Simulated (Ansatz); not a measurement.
# Dielectric response of NaH (110) films, part 3 of 5

Aim: the electronic and static ε of rocksalt NaH (110) from films of three thicknesses in a field.

Ansatz 0.2.0; plane-wave DFT, PBEsol, Ansatz PAW (the session's first sound run).

So far. Step 7 (Relaxing in the field, 10 atoms, field 0.05 V/Å): The dipole is 0.0414 e·Å, and the gap on the mesh 2.557 eV. Step 8 (Field on, atoms free, 10 atoms, field -0.05 V/Å): The dipole is -0.0414 e·Å, and the gap on the mesh 2.557 eV.

**9. Response with the atoms relaxed, 10 atoms, units 5**

This step: plane-wave DFT, PBEsol, Ansatz PAW; response to a field along the normal, atoms relaxed (Ansatz 0.2.0).

The two relaxed runs give the static response.

This step gave:

```
equivalent conductor thickness p/(ε₀AE) : 8.907 Å
```

Local field over the applied field, running mean. From the potentials at -0.05 and 0.05 V/Å; running mean over 1.725 Å, taken twice. Local field over applied field against z:

| z (Å) | local field over applied field |
| --- | --- |
| 5 | 0.996 |
| 6 | 0.975 |
| 7 | 0.889 |
| 8 | 0.467 |
| 9 | -0.181 |
| 10 | 0.0283 |
| 11 | 0.363 |
| 12 | -0.0402 |
| 13 | 0.00733 |
| 14 | 0.366 |
| 15 | -0.0218 |
| 16 | -0.130 |
| 17 | 0.542 |
| 18 | 0.898 |
| 19 | 0.979 |
| 20 | 0.997 |

The induced dipole is that of a conductor 8.91 Å thick.

**10. Relaxation, 16 atoms, units 8**

This step: plane-wave DFT, PBEsol, Ansatz PAW (Ansatz 0.2.0).

System of this step: NaH (110), 8 units. The cell holds 16 atoms: 8 Na and 8 H. Cell: a = 3.451 Å, b = 4.880 Å, c = 30.077 Å, α = 90.0°, β = 90.0°, γ = 90.0°. It derives from NaH (rocksalt NaH). Vacuum lies along c.

The next thickness, treated alike, so that differences show the interior and the faces cancel.

input.yaml reads:

```yaml
crystal:
  lattice:
    - [3.45068109, 0.0, 0.0]
    - [0.0, 4.88, 0.0]
    - [0.0, 0.0, 30.0773838227]
  atoms:
    - { symbol: Na, position: [0.5, 0.5, 0.2992281527] }
    - { symbol: H, position: [0.5, 0.0, 0.2992281527] }
    - { symbol: Na, position: [0.0, 0.0, 0.3565915377] }
    - { symbol: H, position: [0.0, 0.5, 0.3565915377] }
    - { symbol: Na, position: [0.5, 0.5, 0.4139549226] }
    - { symbol: H, position: [0.5, 0.0, 0.4139549226] }
    - { symbol: Na, position: [0.0, 0.0, 0.4713183075] }
    - { symbol: H, position: [0.0, 0.5, 0.4713183075] }
    - { symbol: Na, position: [0.5, 0.5, 0.5286816925] }
    - { symbol: H, position: [0.5, 0.0, 0.5286816925] }
    - { symbol: Na, position: [0.0, 0.0, 0.5860450774] }
    - { symbol: H, position: [0.0, 0.5, 0.5860450774] }
    - { symbol: Na, position: [0.5, 0.5, 0.6434084623] }
    - { symbol: H, position: [0.5, 0.0, 0.6434084623] }
    - { symbol: Na, position: [0.0, 0.0, 0.7007718473] }
    - { symbol: H, position: [0.0, 0.5, 0.7007718473] }
kpoints:
  mp_grid: { grid: [8, 6, 1] }
hamiltonian:
  xc: pbesol
scf:
  occupations: { method: fixed }
  convergence: { dr2_threshold: 1.0e-09 }
efield:
  axis: 3
  dipole_correction: true
  ramp_position: 0.97
  ramp_width: 0.06
relax:
  f_tol: 0.003
  max_steps: 100
output:
  write_potential: true
  write_density: true
  volumetric_format: npy
```

Run with:

```sh
ansatz run input.yaml --threads 4 --pin off --max-ram 6144MiB --backend cpu --events-out ev --progress --plain --runs-dir out
```

Numbers of over 12 decimals in the logs are rounded to 6 here.

What it wrote:

```text
[...]
Crystal: 16 atoms, lattice volume = 506.483 Å³
Basis set: ecut = 420 eV, 9831 PW (Γ), exchange–correlation on 48×72×432 points (8 copies of the dense FFT grid, shifted against one another)
Bands: 56, of which v1, the nominal top of the filled ones, is band 40 counted from 1 (39 counted from 0)
Symmetry: 4 space group operations
k-points: 20 of 48
[...]
- { symbol: Na, position: [0.5, 0.5, 0.528507] }
    - { symbol: H, position: [0.5, 0.0, 0.527915] }
    - { symbol: Na, position: [0.0, 0.0, 0.582997] }
    - { symbol: H, position: [0.0, 0.5, 0.583839] }
    - { symbol: Na, position: [0.5, 0.5, 0.642394] }
    - { symbol: H, position: [0.5, 0.0, 0.640868] }
    - { symbol: Na, position: [0.0, 0.0, 0.690909] }
    - { symbol: H, position: [0.0, 0.5, 0.692933] }
[key lines of the parts left out:]
SCF converged after 5 iterations
Free energy (F): -11934.237260 eV
Fermi energy:    -1.763963 eV
Dipole field:    D = 0.000000 V/Å  (p = 0.000000 e·Å, saw-weighted, corrected)
Work function:   Φ+ = 4.1258 eV   Φ− = 4.1258 eV
```

Run time: 30 s. Hardware: 4 threads of Intel Xeon Platinum 8488C (Sapphire Rapids), shared host; peak memory 1.1 GiB; 1.9 min of CPU time.

The steps of the relaxation:

| step | energy less that of the first step (eV) | largest force component (eV/Å) |
| --- | --- | --- |
| 1 | 0.0000 | 0.2998 |
| 2 | -0.0757 | 0.1585 |
| 3 | -0.1052 | 0.0288 |
| 4 | -0.1060 | 0.0064 |
| 5 | -0.1060 | 0.0011 |

Forces are held to the 4 operations that the run works with; a distortion that breaks them can't arise in this run.

The atoms that moved most (Å):

| atom | dx | dy | dz | length |
| --- | --- | --- | --- | --- |
| Na1 | 0.000 | 0.000 | 0.297 | 0.297 |
| Na15 | 0.000 | 0.000 | -0.297 | 0.297 |
| H2 | 0.000 | 0.000 | 0.236 | 0.236 |
| H16 | 0.000 | 0.000 | -0.236 | 0.236 |
| Na11 | 0.000 | 0.000 | -0.092 | 0.092 |
| Na5 | 0.000 | 0.000 | 0.092 | 0.092 |
| H4 | 0.000 | 0.000 | 0.076 | 0.076 |
| H14 | 0.000 | 0.000 | -0.076 | 0.076 |

The relaxation took 5 steps and lowered the energy by 0.11 eV; the largest force on the free atoms ends at 0.0011 eV/Å.

The gap is 2.89 eV, with the valence edge 4.13 eV and the conduction edge 1.24 eV under the upper vacuum level.

**11. The relaxed film, single point, 16 atoms, units 8**

The next thickness, treated alike, so that differences show the interior and the faces cancel.

input.yaml reads:

```yaml
crystal:
  lattice:
    - [3.45068109, 0.0, 0.0]
    - [0.0, 4.88, 0.0]
    - [0.0, 0.0, 30.0773838227]
  atoms:
    - { symbol: Na, position: [0.5, 0.5, 0.3090907978] }
    - { symbol: H, position: [0.5, 0.0, 0.3070672314] }
    - { symbol: Na, position: [0.0, 0.0, 0.3576058786] }
    - { symbol: H, position: [0.0, 0.5, 0.3591320365] }
    - { symbol: Na, position: [0.5, 0.5, 0.4170031122] }
    - { symbol: H, position: [0.5, 0.0, 0.4161608803] }
    - { symbol: Na, position: [0.0, 0.0, 0.471492671] }
    - { symbol: H, position: [0.0, 0.5, 0.4720845719] }
    - { symbol: Na, position: [0.5, 0.5, 0.5285073275] }
    - { symbol: H, position: [0.5, 0.0, 0.5279154267] }
    - { symbol: Na, position: [0.0, 0.0, 0.5829968857] }
    - { symbol: H, position: [0.0, 0.5, 0.5838391231] }
    - { symbol: Na, position: [0.5, 0.5, 0.6423941208] }
    - { symbol: H, position: [0.5, 0.0, 0.6408679649] }
    - { symbol: Na, position: [0.0, 0.0, 0.6909092023] }
    - { symbol: H, position: [0.0, 0.5, 0.6929327691] }
kpoints:
  mp_grid: { grid: [8, 6, 1] }
hamiltonian:
  xc: pbesol
scf:
  occupations: { method: fixed }
  convergence: { dr2_threshold: 1.0e-09 }
efield:
  axis: 3
  dipole_correction: true
  ramp_position: 0.97
  ramp_width: 0.06
output:
  eigenvalues: true
  write_potential: true
  write_density: true
  volumetric_format: npy
  elf: true
```

What it wrote:

```text
[...]
Crystal: 16 atoms, lattice volume = 506.483 Å³
Basis set: ecut = 420 eV, 9831 PW (Γ)
Bands: 56, of which v1, the nominal top of the filled ones, is band 40 counted from 1 (39 counted from 0)
Symmetry: 4 space group operations
k-points: 20 of 48
[...]
k-point 1: bands = [... 36 lower, -2.6590, -2.6141, -2.4170, -2.3346, 1.3914, 1.4142, 2.5131, 2.7376, ... 12 higher]
  k-point 2: bands = [... 36 lower, -3.2118, -3.1347, -2.7020, -2.5994, 1.1570, 1.2811, 2.2594, 2.4435, ... 12 higher]
  k-point 19: bands = [... 36 lower, -2.3234, -2.3234, -1.7640, -1.7640, 1.5773, 1.5773, 2.0564, 2.0564, ... 12 higher]
[key lines of the parts left out:]
SCF converged after 8 iterations
Free energy (F): -11934.237207 eV
Fermi energy:    -1.764019 eV
Dipole field:    D = -0.000000 V/Å  (p = -0.000000 e·Å, saw-weighted, corrected)
Work function:   Φ+ = 4.1259 eV   Φ− = 4.1259 eV
```

It took 9.8 s on 4 threads; peak memory 1.3 GiB.

The gap is 2.89 eV, with the valence edge 4.13 eV and the conduction edge 1.24 eV under the upper vacuum level.

**12. Atoms held, 16 atoms, units 8, field 0.05 V/Å**

Changes to input.yaml since step 11:

```diff
@@ -28,3 +28,3 @@
   occupations: { method: fixed }
-  convergence: { dr2_threshold: 1.0e-09 }
+  convergence: { dr2_threshold: 1.0e-10 }
 efield:
@@ -34,4 +34,4 @@
   ramp_width: 0.06
+  amplitude: 0.05
 output:
-  eigenvalues: true
   write_potential: true
@@ -39,2 +39 @@
   volumetric_format: npy
-  elf: true
```

What it wrote:

```text
[...]
Crystal: 16 atoms, lattice volume = 506.483 Å³
Basis set: ecut = 420 eV, 9831 PW (Γ)
Bands: 56, of which v1, the nominal top of the filled ones, is band 40 counted from 1 (39 counted from 0)
Symmetry: 4 space group operations
k-points: 20 of 48
[...]
k-point 0: bands = [... 36 lower, -2.6827, -2.2525, -2.2346, -2.0999, 1.3365, 1.6592, 2.3681, 2.3791, ... 12 higher]
  k-point 1: bands = [... 36 lower, -2.6633, -2.6198, -2.4437, -2.2970, 1.2624, 1.5375, 2.3867, 2.7048, ... 12 higher]
  k-point 2: bands = [... 36 lower, -3.2118, -3.1330, -2.7320, -2.5650, 1.0935, 1.3407, 2.2503, 2.4277, ... 12 higher]
  k-point 19: bands = [... 36 lower, -2.3257, -2.3162, -1.8406, -1.6859, 1.5599, 1.5869, 2.0548, 2.0594, ... 12 higher]
[key lines of the parts left out:]
SCF converged after 12 iterations
Free energy (F): -11934.238384 eV
Fermi energy:    -1.685916 eV
Dipole field:    D = 0.016816 V/Å  (p = 0.047068 e·Å, saw-weighted, corrected)
```

The job ended after 13 s (4 threads; peak memory 1.2 GiB; 48 s of CPU time).

The dipole is 0.0471 e·Å, and the gap on the mesh 2.710 eV.

**13. Atoms held, 16 atoms, units 8, field -0.05 V/Å**

Changes to input.yaml since step 12:

```diff
@@ -34,3 +34,3 @@
   ramp_width: 0.06
-  amplitude: 0.05
+  amplitude: -0.05
 output:
```

What it wrote:

```text
[...]
Crystal: 16 atoms, lattice volume = 506.483 Å³
Basis set: ecut = 420 eV, 9831 PW (Γ)
Bands: 56, of which v1, the nominal top of the filled ones, is band 40 counted from 1 (39 counted from 0)
Symmetry: 4 space group operations
k-points: 20 of 48
[...]
k-point 0: bands = [... 36 lower, -2.6827, -2.2525, -2.2346, -2.0999, 1.3365, 1.6592, 2.3681, 2.3791, ... 12 higher]
  k-point 1: bands = [... 36 lower, -2.6633, -2.6198, -2.4437, -2.2970, 1.2624, 1.5375, 2.3867, 2.7048, ... 12 higher]
  k-point 2: bands = [... 36 lower, -3.2118, -3.1330, -2.7320, -2.5650, 1.0935, 1.3407, 2.2503, 2.4277, ... 12 higher]
  k-point 19: bands = [... 36 lower, -2.3257, -2.3162, -1.8406, -1.6859, 1.5599, 1.5869, 2.0548, 2.0594, ... 12 higher]
[key lines of the parts left out:]
SCF converged after 12 iterations
Free energy (F): -11934.238384 eV
Fermi energy:    -1.685916 eV
Dipole field:    D = -0.016816 V/Å  (p = -0.047068 e·Å, saw-weighted, corrected)
```

Run time: 11 s. Hardware: 4 threads; peak memory 1.2 GiB.

The dipole is -0.0471 e·Å, and the gap on the mesh 2.710 eV.

**14. Response with the atoms held, 16 atoms, units 8**

This step: plane-wave DFT, PBEsol, Ansatz PAW; response to a field along the normal, atoms held (Ansatz 0.2.0).

Local field over the applied field, running mean. From the potentials at -0.05 and 0.05 V/Å; running mean over 1.725 Å, taken twice. Local field over applied field against z:

| z (Å) | local field over applied field |
| --- | --- |
| 5 | 0.996 |
| 6 | 0.975 |
| 7 | 0.883 |
| 8 | 0.636 |
| 9 | 0.348 |
| 10 | 0.255 |
| 11 | 0.299 |
| 12 | 0.314 |
| 13 | 0.303 |
| 14 | 0.306 |
| 15 | 0.311 |
| 16 | 0.307 |
| 17 | 0.303 |
| 18 | 0.313 |
| 19 | 0.303 |
| 20 | 0.257 |
| 21 | 0.332 |
| 22 | 0.611 |
| 23 | 0.870 |
| 24 | 0.972 |
| 25 | 0.995 |

The induced dipole is that of a conductor 10.12 Å thick.

**15. Relaxing the film, 24 atoms, units 12**

This step: plane-wave DFT, PBEsol, Ansatz PAW (Ansatz 0.2.0).

System of this step: NaH (110), 12 units. The cell holds 24 atoms: 12 Na and 12 H. Its edges and angles: a = 3.451 Å, b = 4.880 Å, c = 36.979 Å, α = 90.0°, β = 90.0°, γ = 90.0°. It derives from NaH (rocksalt NaH). Vacuum lies along c.

The next thickness, treated alike, so that differences show the interior and the faces cancel.

input.yaml reads:

```yaml
crystal:
  lattice:
    - [3.45068109, 0.0, 0.0]
    - [0.0, 4.88, 0.0]
    - [0.0, 0.0, 36.978746007]
  atoms:
    - { symbol: Na, position: [0.5, 0.5, 0.2433830503] }
    - { symbol: H, position: [0.5, 0.0, 0.2433830503] }
    - { symbol: Na, position: [0.0, 0.0, 0.2900406775] }
    - { symbol: H, position: [0.0, 0.5, 0.2900406775] }
    - { symbol: Na, position: [0.5, 0.5, 0.3366983047] }
    - { symbol: H, position: [0.5, 0.0, 0.3366983047] }
    - { symbol: Na, position: [0.0, 0.0, 0.383355932] }
    - { symbol: H, position: [0.0, 0.5, 0.383355932] }
    - { symbol: Na, position: [0.5, 0.5, 0.4300135592] }
    - { symbol: H, position: [0.5, 0.0, 0.4300135592] }
    - { symbol: Na, position: [0.0, 0.0, 0.4766711864] }
    - { symbol: H, position: [0.0, 0.5, 0.4766711864] }
    - { symbol: Na, position: [0.5, 0.5, 0.5233288136] }
    - { symbol: H, position: [0.5, 0.0, 0.5233288136] }
    - { symbol: Na, position: [0.0, 0.0, 0.5699864408] }
    - { symbol: H, position: [0.0, 0.5, 0.5699864408] }
    - { symbol: Na, position: [0.5, 0.5, 0.616644068] }
    - { symbol: H, position: [0.5, 0.0, 0.616644068] }
    - { symbol: Na, position: [0.0, 0.0, 0.6633016953] }
    - { symbol: H, position: [0.0, 0.5, 0.6633016953] }
    - { symbol: Na, position: [0.5, 0.5, 0.7099593225] }
    - { symbol: H, position: [0.5, 0.0, 0.7099593225] }
    - { symbol: Na, position: [0.0, 0.0, 0.7566169497] }
    - { symbol: H, position: [0.0, 0.5, 0.7566169497] }
kpoints:
  mp_grid: { grid: [8, 6, 1] }
hamiltonian:
  xc: pbesol
scf:
  occupations: { method: fixed }
  convergence: { dr2_threshold: 1.0e-09 }
efield:
  axis: 3
  dipole_correction: true
  ramp_position: 0.97
  ramp_width: 0.06
relax:
  f_tol: 0.003
  max_steps: 100
output:
  write_potential: true
  write_density: true
  volumetric_format: npy
```

What it wrote:

```text
[...]
Crystal: 24 atoms, lattice volume = 622.697 Å³
Basis set: ecut = 420 eV, 12069 PW (Γ), exchange–correlation on 48×72×500 points (8 copies of the dense FFT grid, shifted against one another)
Bands: 84, of which v1, the nominal top of the filled ones, is band 60 counted from 1 (59 counted from 0)
Symmetry: 4 space group operations
k-points: 20 of 48
[...]
- { symbol: Na, position: [0.5, 0.500000, 0.614130] }
    - { symbol: H, position: [0.5, 0.0, 0.613798] }
    - { symbol: Na, position: [0.0, 0.0, 0.658618] }
    - { symbol: H, position: [0.0, 0.500000, 0.659225] }
    - { symbol: Na, position: [0.5, 0.500000, 0.706861] }
    - { symbol: H, position: [0.5, 0.0, 0.705661] }
    - { symbol: Na, position: [0.0, 0.0, 0.746354] }
    - { symbol: H, position: [0.0, 0.500000, 0.747985] }
[key lines of the parts left out:]
SCF converged after 6 iterations
Free energy (F): -17901.866108 eV
Fermi energy:    -1.246111 eV
Dipole field:    D = -0.000000 V/Å  (p = -0.000000 e·Å, saw-weighted, corrected)
Work function:   Φ+ = 4.1216 eV   Φ− = 4.1217 eV
```

It took 73 s on 4 threads; peak memory 1.6 GiB; 4.7 min of CPU time.

Relaxation path:

| step | energy less that of the first step (eV) | largest force component (eV/Å) |
| --- | --- | --- |
| 1 | 0.0000 | 0.2998 |
| 2 | -0.0757 | 0.1585 |
| 3 | -0.1103 | 0.0321 |
| 4 | -0.1161 | 0.0169 |
| 5 | -0.1164 | 0.0070 |
| 6 | -0.1165 | 0.0008 |

The run keeps the 4 symmetry operations that it works with, so distortions that break them were not tested.

The atoms that moved most (Å):

| atom | dx | dy | dz | length |
| --- | --- | --- | --- | --- |
| Na23 | 0.000 | 0.000 | -0.379 | 0.379 |
| Na1 | 0.000 | 0.000 | 0.379 | 0.379 |
| H2 | 0.000 | 0.000 | 0.319 | 0.319 |
| H24 | 0.000 | 0.000 | -0.319 | 0.319 |
| Na5 | 0.000 | 0.000 | 0.173 | 0.173 |
| Na19 | 0.000 | 0.000 | -0.173 | 0.173 |
| H22 | 0.000 | 0.000 | -0.159 | 0.159 |
| H4 | 0.000 | 0.000 | 0.159 | 0.159 |

Running mean over 1.725 Å of the planar mean; the ramp of the sawtooth is left out. Table of electron's electrostatic potential energy less the highest filled level by z:

| z (Å) | electron's electrostatic potential energy less the highest filled level (eV) |
| --- | --- |
| 4 | 4.12 |
| 5 | 4.12 |
| 6 | 4.12 |
| 7 | 4.06 |
| 8 | 3.51 |
| 9 | 0.383 |
| 10 | -0.919 |
| 11 | -0.0918 |
| 12 | 0.120 |
| 13 | -0.160 |
| 14 | -0.137 |
| 15 | -0.130 |
| 16 | -0.0610 |
| 17 | -0.194 |
| 18 | -0.0918 |
| 19 | -0.0887 |
| 20 | -0.198 |
| 21 | -0.0593 |
| 22 | -0.128 |
| 23 | -0.144 |
| 24 | -0.151 |
| 25 | 0.126 |
| 26 | -0.102 |
| 27 | -0.901 |
| 28 | 0.426 |
| 29 | 3.54 |
| 30 | 4.07 |
| 31 | 4.12 |
| 32 | 4.12 |
| 33 | 4.12 |

The relaxation took 6 steps and lowered the energy by 0.12 eV; the largest force on the free atoms ends at 7.6e-4 eV/Å.

The gap is 2.88 eV, with the valence edge 4.12 eV and the conduction edge 1.25 eV under the upper vacuum level.

**16. The series together**

Times are for 4 threads of Intel Xeon Platinum 8488C (Sapphire Rapids), shared host. Results by setting:

| no. | units | gap by band count (eV) | ionisation energy, upper face (eV) | electron affinity, upper face (eV) | time | memory (GiB) |
| --- | --- | --- | --- | --- | --- | --- |
| 1 | 5 | 2.559 | 3.985 | 1.426 | 16 s | 0.84 |
| 2 | 8 | 2.885 | 4.126 | 1.240 | 30 s | 1.1 |
| 3 | 12 | 2.877 | 4.122 | 1.245 | 73 s | 1.6 |

The valence density, planar mean (5) oscillates, so the rows of the table below give means over windows of 0.5 Å about each position, cut where the curve ends. Its maxima inside the range that stand out by 2 % of the span (Å: e/Å³): 9.27: 0.752, 10.65: 0.753, 12.45: 0.761, 14.25: 0.753, 15.63: 0.752. Its minima: 9.96: 0.108, 11.62: 0.0723, 13.28: 0.0723, 14.94: 0.108.

The runs together. Valence density, planar mean against z; means over each step:

| z (Å) | 5 (e/Å³) | 8 (e/Å³) | 12 (e/Å³) |
| --- | --- | --- | --- |
| 5.5 | 4.4e-5 | 3.7e-5 | 3.1e-5 |
| 6.0 | 1.4e-4 | 1.2e-4 | 9.8e-5 |
| 6.5 | 4.5e-4 | 3.9e-4 | 3.2e-4 |
| 7.0 | 0.00143 | 0.00124 | 0.00102 |
| 7.5 | 0.00444 | 0.00386 | 0.00319 |
| 8.0 | 0.0151 | 0.0129 | 0.0105 |
| 8.5 | 0.0852 | 0.0658 | 0.0451 |
| 9.0 | 0.533 | 0.455 | 0.361 |
| 9.5 | 0.486 | 0.550 | 0.611 |
| 10.0 | 0.154 | 0.169 | 0.190 |
| 10.5 | 0.563 | 0.507 | 0.421 |
| 11.0 | 0.465 | 0.516 | 0.594 |
| 11.5 | 0.0946 | 0.109 | 0.143 |
| 12.0 | 0.294 | 0.218 | 0.162 |
| 12.5 | 0.655 | 0.645 | 0.616 |
| 13.0 | 0.202 | 0.290 | 0.373 |
| 13.5 | 0.123 | 0.140 | 0.117 |
| 14.0 | 0.568 | 0.571 | 0.487 |
| 14.5 | 0.456 | 0.436 | 0.527 |
| 15.0 | 0.161 | 0.102 | 0.116 |
| 15.5 | 0.584 | 0.352 | 0.278 |
| 16.0 | 0.422 | 0.625 | 0.646 |
| 16.5 | 0.0556 | 0.176 | 0.228 |
| 17.0 | 0.0115 | 0.222 | 0.148 |
| 17.5 | 0.00360 | 0.650 | 0.599 |
| 18.0 | 0.00114 | 0.283 | 0.399 |
| 18.5 | 3.5e-4 | 0.0911 | 0.104 |
| 19.0 | 1.1e-4 | 0.434 | 0.420 |
| 19.5 | 3.4e-5 | 0.582 | 0.590 |
| 20.0 | 1.0e-5 | 0.167 | 0.144 |
| 20.5 | 3.2e-6 | 0.478 | 0.240 |
| 21.0 | 8.5e-7 | 0.539 | 0.658 |
| 21.5 | 0 | 0.0897 | 0.259 |
| 22.0 | 0 | 0.0154 | 0.124 |
| 22.5 | 0 | 0.00462 | 0.547 |
| 23.0 | 0 | 0.00148 | 0.469 |
| 23.5 | 0 | 4.6e-4 | 0.107 |
| 24.0 | 0 | 1.4e-4 | 0.395 |
| 24.5 | 0 | 4.4e-5 | 0.600 |

(Continued in part 4 of 5.)

[Logs are printed without paths, hosts, clocks, repeated set-up lines and the standing remarks that a program may print on its own settings, such as how far it seeks lower states.]

[Hosts, paths, dates, database ids (printed as entryN), source tags and the programs' standing remarks are cut or masked in the printed files.]

[Maps of the electrostatic potential energy from Ansatz leave out the sawtooth potential of an applied field or a dipole correction, so their vacuum need not be flat; planar profiles and work functions include it.]
